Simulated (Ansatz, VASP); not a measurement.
## Cross-check of CdS (Greenockite) between VASP and Ansatz

One calculation is typed for both programs; each brings its own data sets and cutoff. How far apart do they land?

Calculated with Ansatz 0.2.0; plane waves, with VASP 6.6.1 beside it; single point at PBEsol and single point at LDA.

### Step 1. Set-up

It takes space group P6_3mc (No. 186, hexagonal). Conventional cell: a = 4.137 Å, b = 4.137 Å, c = 6.714 Å, α = 90.00°, β = 90.00°, γ = 120.00°. Cd has 4 S at 2.52 to 2.53 Å nearest. Nearest to S lie 4 Cd at 2.52 to 2.53 Å. Farther neighbours and most contacts between anions are not listed.

As a file:

```
Cd S
1.0
     4.13700    0.00000    0.00000
    -2.06850    3.58275    0.00000
     0.00000    0.00000    6.71440
Cd S
2 2
Direct
  0.33333 0.66667 0.50000
  0.66667 0.33333 0.00000
  0.33333 0.66667 0.87500
  0.66667 0.33333 0.37500
```

### Step 2. VASP: single point, PBEsol

With cell and atoms fixed, the geometry can't cause a difference; cores, projectors, grids and the points listed under the comparison can.

Lines of VASP's logs that name or quote its potential files are left out, and so is its time.

Contents of INCAR:

```
SYSTEM = CdS
PREC = Accurate
ENCUT = 400
EDIFF = 1E-05
NELM = 100
ISMEAR = 0
SIGMA = 0.05
LREAL = .FALSE.
ALGO = Normal
GGA = PS
NBANDS = 24
LORBIT = 11
LWAVE = .FALSE.
LCHARG = .FALSE.
KPAR = 8
```

Contents of POSCAR:

```
CdS
1.0
    4.1370000000      0.0000000000      0.0000000000
   -2.0685000000      3.5827470955      0.0000000000
    0.0000000000      0.0000000000      6.7144000000
Cd S
2 2
Direct
    0.3333333333      0.6666666667      0.5000000000
    0.6666666667      0.3333333333      0.0000000000
    0.3333333333      0.6666666667      0.8750000000
    0.6666666667      0.3333333333      0.3750000000
```

Contents of KPOINTS:

```
Automatic mesh
0
Gamma
6 6 4
0 0 0
```

Potentials, in the order of the species: Cd and S (PBE family, release 64).

Launch:

```
mpirun -np 8 vasp_std
```

Numbers of over 12 decimals in the logs are rounded to 6 here.

The program printed:

```text
[banner, memory and clock lines left out]
running    8 mpi-ranks, on    1 nodes
 distrk:  each k-point on    1 cores,    8 groups
 distr:  one band on    1 cores,    1 groups

 POSCAR found type information on POSCAR CdS
 POSCAR found :  2 types and       4 ions
|                                                                             |
|           W    W    AA    RRRRR   N    N  II  N    N   GGGG   !!!           |
|           W    W   A  A   R    R  NN   N  II  NN   N  G    G  !!!           |
|           W    W  A    A  R    R  N N  N  II  N N  N  G       !!!           |
|           W WW W  AAAAAA  RRRRR   N  N N  II  N  N N  G  GGG   !            |
|           WW  WW  A    A  R   R   N   NN  II  N   NN  G    G                |
|           W    W  A    A  R    R  N    N  II  N    N   GGGG   !!!           |
|                                                                             |
|     For optimal performance we recommend to set                             |
|       NCORE = 2 up to number-of-cores-per-socket                            |
|     NCORE specifies how many cores store one orbital (NPAR=cpu/NCORE).      |
|     This setting can greatly improve the performance of VASP for DFT.       |
|     The default, NCORE=1 might be grossly inefficient on modern             |
|     multi-core architectures or massively parallel machines. Do your        |
|     Unfortunately you need to use the default for GW and RPA                |
|     calculations (for HF NCORE is supported but not extensively tested      |
|     yet).                                                                   |
|                                                                             |

|                                                                             |
|               ----> ADVICE to this user running VASP <----                  |
|                                                                             |
|     You enforced a specific xc type in the INCAR file but a different       |
|     [... a line on the potential file left out ...]
|     I HOPE YOU KNOW WHAT YOU ARE DOING!                                     |
|                                                                             |

 LDA part: xc-table for (Slater+PW92), standard interpolation
 POSCAR, INCAR and KPOINTS ok, starting setup
 FFT: planning ... GRIDC
 FFT: planning ... GRID_SOFT
 FFT: planning ... GRID
 WAVECAR not read
 entering main loop
       N       E                     dE             d eps       ncg     rms          rms(c)
DAV:   1     0.209007749254E+03    0.20901E+03   -0.15473E+04  1016   0.112E+03
DAV:   2    -0.451234947136E+01   -0.21352E+03   -0.20777E+03  1168   0.305E+02
DAV:   3    -0.145345651042E+02   -0.10022E+02   -0.99950E+01  1248   0.686E+01
DAV:   4    -0.146252243324E+02   -0.90659E-01   -0.90636E-01  1216   0.632E+00
DAV:   5    -0.146268520383E+02   -0.16277E-02   -0.16276E-02  1272   0.804E-01    0.110E+01
DAV:   6    -0.136567168261E+02    0.97014E+00   -0.20936E+00  1344   0.162E+01    0.865E+00
DAV:   7    -0.136358241573E+02    0.20893E-01   -0.72681E-01  1152   0.481E+00    0.379E+00
DAV:   8    -0.136284981707E+02    0.73260E-02   -0.10816E-01  1216   0.342E+00    0.512E-01
DAV:   9    -0.136266142899E+02    0.18839E-02   -0.18856E-02  1280   0.176E+00    0.147E-01
DAV:  10    -0.136265961257E+02    0.18164E-04   -0.13002E-03  1216   0.387E-01    0.893E-02
DAV:  11    -0.136266171675E+02   -0.21042E-04   -0.10639E-04  1264   0.664E-02    0.890E-02
DAV:  12    -0.136266415390E+02   -0.24372E-04   -0.32644E-05  1024   0.357E-02    0.505E-02
DAV:  13    -0.136266902964E+02   -0.48757E-04   -0.51653E-05   928   0.415E-02    0.457E-02
DAV:  14    -0.136266879090E+02    0.23874E-05   -0.39100E-06   872   0.248E-02
   1 F= -.13626688E+02 E0= -.13626688E+02  d E =-.674992E-12
```

OUTCAR, selected parts (step 2):

```text
ion  position               nearest neighbor table
   1  0.333  0.667  0.500-   3 2.52   4 2.53   4 2.53   4 2.53
   2  0.667  0.333  0.000-   4 2.52   3 2.53   3 2.53   3 2.53
   3  0.333  0.667  0.875-   1 2.52   2 2.53   2 2.53   2 2.53
   4  0.667  0.333  0.375-   2 2.52   1 2.53   1 2.53   1 2.53

  LATTYP: Found a hexagonal cell.
 ALAT       =     4.1370000000
 C/A-ratio  =     1.6230118443

 Subroutine GETGRP returns: Found 12 space group operations
 (whereof  6 operations were pure point group operations)

The static configuration has the point symmetry C_3v.
 The point group associated with its full space group is C_6v.

 Found     21 irreducible k-points:

   k-points           NKPTS =     21   k-points in BZ     NKDIM =     21   number of bands    NBANDS=     24

   dimension x,y,z NGX =    28 NGY =   28 NGZ =   48
   dimension x,y,z NGXF=    56 NGYF=   56 NGZF=   96

   ENCUT  =  400.0 eV  29.40 Ry    5.42 a.u.   6.75  6.75 10.95*2*pi/ulx,y,z

   NELECT =      36.0000    total number of electrons

 k-points in reciprocal lattice and weights: Automatic mesh
   0.00000000  0.00000000  0.00000000       0.007
   0.16666667  0.00000000  0.00000000       0.042
   0.33333333  0.00000000  0.00000000       0.042
   0.50000000  0.00000000  0.00000000       0.021
   0.16666667  0.16666667  0.00000000       0.042
   0.33333333  0.16666667  0.00000000       0.083
   0.33333333  0.33333333  0.00000000       0.014
   0.00000000  0.00000000  0.25000000       0.014
   0.16666667  0.00000000  0.25000000       0.083
[...]
0.33333333  0.16666667  0.50000000       0.083
   0.33333333  0.33333333  0.50000000       0.014

 average (electrostatic) potential at core
       1 -39.1937       2 -39.1937       3 -89.3103       4 -89.3103

 E-fermi :   1.4125

 k-point     1 :       0.0000    0.0000    0.0000
  band No.  band energies     occupation
    ...
     14       0.4025      2.00000
     15       0.4025      2.00000
     16       1.1433      2.00000
     17       1.1879      2.00000
     18       1.1879      2.00000
     19       2.2660      0.00000
     20       3.8621      0.00000
     21       7.5552      0.00000
     22       7.5552      0.00000
     23       7.8941      0.00000
    ...

 k-point     2 :       0.1667    0.0000    0.0000
  band No.  band energies     occupation
    ...
     14      -0.5880      2.00000
     15      -0.0477      2.00000
     16       0.0804      2.00000
     17       0.9338      2.00000
     18       0.9997      2.00000
     19       3.4436      0.00000
     20       4.7436      0.00000
     21       6.8257      0.00000
     22       7.9048      0.00000
     23       7.9204      0.00000
    ...

 k-point     3 :       0.3333    0.0000    0.0000
  band No.  band energies     occupation
    ...
     14      -1.8363      2.00000
     15      -1.3927      2.00000
     16      -0.4761      2.00000
     17       0.3350      2.00000
     18       0.6208      2.00000
     19       4.5294      0.00000
     20       5.0716      0.00000
     21       6.4451      0.00000
     22       7.3009      0.00000
     23       8.1564      0.00000
    ...

  Total       -0.4143965     -0.4143965     -0.0173534      0.0000000     -0.0000000      0.0000000
  in kB       -6.6714127     -6.6714127     -0.2793739      0.0000000     -0.0000000      0.0000000
  external PRESSURE =      -4.5407331 kB  Pullay stress =       0.0000000 kB

  energy-cutoff  :      400.00
  volume of cell :       99.52
      direct lattice vectors                 reciprocal lattice vectors
     4.137000000  0.000000000  0.000000000     0.241721054  0.139557716  0.000000000
    -2.068500000  3.582747095  0.000000000     0.000000000  0.279115431  0.000000000
     0.000000000  0.000000000  6.714400000     0.000000000  0.000000000  0.148933635

 POSITION                                       TOTAL-FORCE (eV/Angst)
 -----------------------------------------------------------------------------------
     -0.00000      2.38850      3.35720        -0.000000      0.000000     -0.069606
      2.06850      1.19425      0.00000         0.000000     -0.000000     -0.069606
     -0.00000      2.38850      5.87510        -0.000000     -0.000000      0.069606
      2.06850      1.19425      2.51790         0.000000      0.000000      0.069606
 -----------------------------------------------------------------------------------
    total drift:                                0.000000      0.000000      0.000117

  FREE ENERGIE OF THE ION-ELECTRON SYSTEM (eV)
  ---------------------------------------------------
  free  energy   TOTEN  =       -13.6266879090 eV

  energy  without entropy=      -13.6266879090  energy(sigma->0) =      -13.62668791

 total charge
# of ion       s       p       d       tot
------------------------------------------
    1        0.430   0.329   9.557  10.316
    2        0.430   0.329   9.557  10.316
    3        1.318   2.374   0.000   3.691
    4        1.318   2.374   0.000   3.691
--------------------------------------------------
tot          3.495   5.406  19.114  28.014

[... 3 further parts left out ...]
```

The run ends at a pressure of -0.45 GPa, with forces up to 0.070 eV/Å.

### Step 3. Ansatz: single point, PBEsol

Ansatz runs on its default PAW (the set named soft_2) files.

The same cell, functional, mesh and smearing now go to Ansatz, which takes its cutoff from its data sets.

Contents of input.yaml:

```yaml
crystal:
  lattice:
    - [4.137, 0.0, 0.0]
    - [-2.0685, 3.5827470955, 0.0]
    - [0.0, 0.0, 6.7144]
  atoms:
    - { symbol: Cd, position: [0.3333333333, 0.6666666667, 0.5] }
    - { symbol: Cd, position: [0.6666666667, 0.3333333333, 0.0] }
    - { symbol: S, position: [0.3333333333, 0.6666666667, 0.875] }
    - { symbol: S, position: [0.6666666667, 0.3333333333, 0.375] }
hamiltonian:
  xc: pbesol
  pseudopotentials: { kind: paw }
kpoints:
  mp_grid: { grid: [6, 6, 4] }
scf:
  occupations: { method: gaussian, width: 0.05 }
  n_extra_bands: 5
output:
  forces: true
  stress: true
  eigenvalues: true
```

Launch:

```
ansatz run input.yaml --threads 2 --pin off --max-ram 4608MiB --backend cpu --events-out ev --progress --plain --runs-dir out
```

The program printed:

```text
scf.n_extra_bands = 5 over 26 filled bands (N_el = 52.0): the run solves 31 bands
Engine: ansatz 0.2.0, aarch64-unknown-linux-gnu
Pseudopotentials: kind: paw
Pseudopotential: Cd, paw, valence charge 20, recommended cutoff 420 eV (normal), Cd.paw.azcp
Pseudopotential: S, paw, valence charge 6, recommended cutoff 420 eV (normal), S.paw.azcp
Functional definition: PBEsol
  exchange = pbesol_x
  correlation = pbesol_c
Crystal: 4 atoms, lattice volume = 99.520 Å³
Basis set: ecut = 420 eV, 1943 PW (Γ), exchange–correlation on 60×60×90 points (8 copies of the dense FFT grid, shifted against one another)
Bands: 31, of which v1, the nominal top of the filled ones, is band 26 counted from 1 (25 counted from 0)
Symmetry: 12 space group operations
Space group: P63mc (ITA 186), of the structure as read, at distance tolerance 4.6e-5 Å
k-points: 21 of 144 (time reversal used)
Non-local potential: Cd, projectors of the file, l = 0: 3, l = 1: 2, l = 2: 2, l = 3: 1
Non-local potential: S, projectors of the file, l = 0: 2, l = 1: 2, l = 2: 2
PAW form: soft (Blöchl's): semilocal exchange-correlation on the pseudo side does not see the compensation charge
PAW frozen core: Cd, regenerated for the run's functional, and the local potential with it (the file was generated under x = pbe(κ = 0.804, μ = 0.219515), c = pbe(β = 0.066725))
PAW frozen core: S, regenerated for the run's functional, and the local potential with it (the file was generated under x = pbe(κ = 0.804, μ = 0.219515), c = pbe(β = 0.066725))
PAW one-centre angular grid: Cd, 590 points (default); XC on 64 Gauss nodes
PAW one-centre angular grid: S, 110 points (default); XC on 64 Gauss nodes
Initial density: superposition of atomic densities (neutral atoms: chi_scale 0, normalization atom), corrected by the library's trained network
Initial wavefunctions: pseudopotential atomic-orbital guess
Functional: x = pbesol(κ = 0.804, μ = 0.123457), c = pbesol(β = 0.046)
SCF iter   1: F=—  HF=-18140.458659 eV  |F-HF|=—  |Δ(HF+E_count)|=         —  Δρ=5.17e-3  dr2=3.58e-2  ethr=1.77e-3  ⟨swp⟩=5.9  Hψ=2557  notcnv=0
preconditioner: auto → Resta (q_TF=auto, 2.449 Å⁻¹)  ε∞=5.0  [insulator: Δε(μ)=1.010 eV  Ē_g=11.173 eV  σ=0.050 eV  W_gap=1.00  n_scr=22 (ndim 8)  ℏωp=22.3 eV  f_vac=0.127  D(μ)=0.00/eV (n_scr^D=0)  ε∞_Penn≈5.0]
SCF iter   2: F=—  HF=-18140.450007 eV  |F-HF|=—  |Δ(HF+E_count)|=   8.65e-3  Δρ=1.99e-3  dr2=6.31e-3  ethr=6.88e-5  ⟨swp⟩=2.5  Hψ=1208  notcnv=0
SCF iter   3: F=—  HF=-18140.448405 eV  |F-HF|=—  |Δ(HF+E_count)|=   1.60e-3  Δρ=4.69e-4  dr2=2.64e-4  ethr=1.21e-5  ⟨swp⟩=2.0  Hψ=976  notcnv=0  defer=1
SCF iter   4: F=—  HF=-18140.448467 eV  |F-HF|=—  |Δ(HF+E_count)|=   6.23e-5  Δρ=2.06e-4  dr2=6.00e-5  ethr=5.07e-7  ⟨swp⟩=2.6  Hψ=1018  notcnv=0  defer=2
SCF iter   5: F=—  HF=-18140.448491 eV  |F-HF|=—  |Δ(HF+E_count)|=   2.41e-5  Δρ=5.12e-5  dr2=3.68e-6  ethr=1.15e-7  ⟨swp⟩=2.6  Hψ=1086  notcnv=0  defer=2
SCF iter   6: F=—  HF=-18140.448499 eV  |F-HF|=—  |Δ(HF+E_count)|=   7.63e-6  Δρ=1.38e-5  dr2=2.77e-7  ethr=7.07e-9  ⟨swp⟩=2.0  Hψ=1008  notcnv=0  defer=2
SCF iter   7: F=-18140.448500 eV  HF=-18140.448500 eV  |F-HF|=3.58e-8  |Δ(HF+E_count)|=   6.78e-7  Δρ=3.16e-6  dr2=1.45e-8  ethr=1.92e-10  ⟨swp⟩=8.3  Hψ=2955  notcnv=0
SCF 1 converged in 7 iterations: F = -18140.448500 eV  dr2 = 1.45e-8
  greatest PAW one-centre occupation: 1.000 electrons in one spin orbital (limit 2), on the Cd atom at site 1 (counted from 0), in its partial waves of l = 0
SCF converged after 7 iterations
Free energy (F): -18140.448500 eV
Harris-Foulkes:  -18140.448500 eV  (|F-HF|=3.58e-8)
Internal energy: -18140.448500 eV  (E = F + TS)
E sigma→0 (E₀):  -18140.448500 eV
Fermi energy:    7.300965 eV
--- Per-component energies (eV) ---
  E_band       = -1019.584425
  E_kinetic    = 1222.387728
  E_local      = -8044.557534  (includes V_loc(G=0)·N_el)
  E_nonlocal   = 130.885548
  E_hartree    = 3688.607894
  E_xc         = -542.370329
  E_vxc        = -615.776038  (∫ρ·V_xc dr)
  E_paw        = -9196.513869  (= ΣΔE_a)
  E_vpaw       = -1089.740249  (= ΣTr[D̂ρ^β])
  E_aug_tail   = 0.000029  (compensation charges beyond the density's cutoff)
  E_ewald      = -5399.695785
  E_core_change = 0.807818  (= ΣΔE_core)
  E_smearing   = -0.000000  (= −TS)
  E_closure    = 0.000000  (closes the sum)
  Σ components = -18140.448500   (vs F -18140.448500, Δ=0.00e0)
--- Forces (eV/Å), atoms counted from 1 ---
  atom   1  Cd    -0.00000000     0.00000000    -0.06811049
  atom   2  Cd     0.00000000    -0.00000000    -0.06811049
  atom   3  S     -0.00000000     0.00000000     0.06812511
  atom   4  S     -0.00000000    -0.00000000     0.06812511
  max |Σ_I F_I| component: 2.92e-5 eV/Å
--- Stress (GPa, compression-positive) ---
       -0.619365       0.000000       0.000000
       -0.000000      -0.619365       0.000000
       -0.000000      -0.000000      -0.008838
  P = ⅓ Tr σ = -0.4159 GPa (-4.159 kbar)
--- Band table (eV; the first three rows and the last of 21) ---
  k-point 0: bands = [... 22 lower, 5.9792, 6.7164, 6.7617, 6.7617, 7.8386, 9.4361, 13.1142, 13.1142, ... 1 higher]
  k-point 1: bands = [... 22 lower, 6.0870, 6.0870, 6.6396, 6.6396, 8.7551, 9.5121, 12.9444, 13.1837, ... 1 higher]
  k-point 2: bands = [... 22 lower, 6.3561, 6.3561, 6.3561, 6.3561, 9.5058, 9.5058, 12.8155, 12.8155, ... 1 higher]
  k-point 20: bands = [... 22 lower, 4.2960, 4.2960, 5.6231, 5.6231, 11.0595, 11.0595, 12.7103, 12.7103, ... 1 higher]
```

It took 4.7 s on 2 threads of Arm Neoverse N1, shared host; peak memory 0.33 GiB.

In the SCF lines HF is the Harris–Foulkes energy and dr2 the Hartree energy of the density residual, in eV; the loop may stop once dr2 is under the threshold and the program's other checks hold. Hψ counts applications of the Hamiltonian.

The run ends at a pressure of -0.42 GPa, with forces up to 0.068 eV/Å.

### Step 4. Side by side

Known differences besides the potentials themselves: the data sets hold 52 valence electrons in Ansatz (default PAW (the set named soft_2) files) and 36 in VASP; the cutoff is 420 eV in Ansatz and 400 eV in VASP; Ansatz makes its cores anew for this functional, VASP keeps those of its PBE data sets; VASP leaves aspherical gradient terms in its spheres out (LASPH is not set), Ansatz keeps them. Total energies have different zeros and are not compared.

The two programs side by side:

| quantity | Ansatz | VASP | difference |
| --- | --- | --- | --- |
| pressure (GPa) | -0.42 | -0.45 | +0.04 |
| gap on the k mesh (eV) | 1.077 | 1.078 | -0.001 |

Forces (eV/Å; atoms numbered as in POSCAR):

| atom | Ansatz x, y, z | VASP x, y, z |
| --- | --- | --- |
| Cd1 | 0.000, 0.000, -0.068 | 0.000, 0.000, -0.070 |
| Cd2 | 0.000, 0.000, -0.068 | 0.000, 0.000, -0.070 |
| S3 | 0.000, 0.000, 0.068 | 0.000, 0.000, 0.070 |
| S4 | 0.000, 0.000, 0.068 | 0.000, 0.000, 0.070 |

The forces differ by 0.9 meV/Å r.m.s., which is 2.1 % of the r.m.s. force of 0.04 eV/Å (both taken over all components). A gap on the mesh is an upper bound, since the band edges may lie between its points. Ansatz's pressure holds a Pulay correction of 0.02 GPa; VASP's holds none.

### Step 5. Other set-ups

Further runs change the set-up of one program: Ansatz's method, potentials or start, or VASP's data sets, cutoff or form of LDA. The table gives Ansatz less VASP for each quantity, since a change that brings one quantity closer may part another.

```csv
run,r.m.s. force difference (meV/Å),pressure (GPa),gap on the k mesh (eV)
as above,0.86,0.038,-0.0013
Ansatz's all-electron LAPW method,0.81,0.062,-5.0e-4
```

### Step 6. Ansatz: single point, LDA, volume scaled by 0.985

With cell and atoms fixed, the geometry can't cause a difference; cores, projectors, grids and the points listed under the comparison can. The cell compared in this pair holds 94.71 Å³, against 99.52 Å³ for the pair before.

The cell is a member of a volume series, scaled by 0.985 from a relaxed one, so a pressure remains.

Contents of input.yaml:

```yaml
crystal:
  lattice:
    - [4.06359953, 0.0, 0.0]
    - [-2.03179977, 3.51918043, 0.0]
    - [0.0, 0.0, 6.62306766]
  atoms:
    - { symbol: Cd, position: [0.33333333, 0.66666667, 0.49953052] }
    - { symbol: Cd, position: [0.66666667, 0.33333333, 0.99953052] }
    - { symbol: S, position: [0.33333333, 0.66666667, 0.87546948] }
    - { symbol: S, position: [0.66666667, 0.33333333, 0.37546948] }
hamiltonian:
  xc: lda
  pseudopotentials: { kind: paw }
kpoints:
  mp_grid: { grid: [6, 6, 4] }
scf:
  occupations: { method: gaussian, width: 0.03 }
  n_extra_bands: 5
output:
  forces: true
  stress: true
  eigenvalues: true
  write_density: true
  write_potential: true
  elf: true
  volumetric_format: npy
```

The program printed:

```text
[...]
Crystal: 4 atoms, lattice volume = 94.713 Å³
Basis set: ecut = 420 eV, 1811 PW (Γ)
Bands: 31, of which v1, the nominal top of the filled ones, is band 26 counted from 1 (25 counted from 0)
Symmetry: 12 space group operations
[...]
k-points: 21 of 144 (time reversal used)
[...]
k-point 0: bands = [... 22 lower, 6.4656, 7.2464, 7.3107, 7.3107, 8.3517, 9.9283, 13.5764, 13.5764, ... 1 higher]
  k-point 1: bands = [... 22 lower, 6.5814, 6.5814, 7.1781, 7.1781, 9.2983, 10.0076, 13.3639, 13.6504, ... 1 higher]
  k-point 2: bands = [... 22 lower, 6.8712, 6.8712, 6.8712, 6.8712, 10.0291, 10.0291, 13.2996, 13.2996, ... 1 higher]
  k-point 20: bands = [... 22 lower, 4.5911, 4.5911, 6.0464, 6.0464, 11.5738, 11.5738, 13.1663, 13.1663, ... 1 higher]
[key lines of the parts left out:]
SCF converged after 7 iterations
Free energy (F): -17977.289903 eV
Fermi energy:    7.831513 eV
P = ⅓ Tr σ = 0.5017 GPa (5.017 kbar)
```

Run time: 5.8 s. Hardware: 2 threads; peak memory 0.33 GiB; 11 s of CPU time.

The run ends at a pressure of 0.50 GPa, with forces up to 0.0015 eV/Å.

(Continued in part 2 of 2.)

[Lines on the potential files, build, host, timing and source positions are cut from VASP's logs without a mark.]

[Logs are printed without paths, hosts, clocks, repeated set-up lines and the standing remarks that a program may print on its own settings, such as how far it seeks lower states.]

[Hosts, paths, dates, database ids (printed as entryN), source tags and the programs' standing remarks are cut or masked in the printed files.]
